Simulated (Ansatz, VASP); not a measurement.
**One calculation of InP, two programs**

```xyz
2
Lattice="0.0000 2.9305 2.9305 2.9305 0.0000 2.9305 2.9305 2.9305 0.0000" Properties=species:S:1:pos:R:3 pbc="T T T"
In    0.0000    0.0000    0.0000
P     1.4652    1.4652    1.4652
```

Alike in both runs: task single point; functional PBE-based global hybrid; k mesh 4 × 4 × 4; no spin polarisation.

```csv
,VASP,Ansatz
version,VASP 6.6.1,Ansatz 0.2.0
potentials or method,"VASP PAW PBE potentials, release 64 (In_d, P)","plane waves, PAW"
plane-wave cutoff (eV),520,435
occupations,"gaussian, width 0.01 eV",fixed
valence electrons in the cell,18,18
```

```csv
,VASP,Ansatz,Ansatz less VASP
gap on the k mesh at the Fermi level (eV),2.22,2.20,-0.017
```

Caveats: the k mesh is coarse (spacing up to 0.46 Å⁻¹), so the values aren't converged; spin-orbit coupling is left out, which moves the levels of the heavy elements.
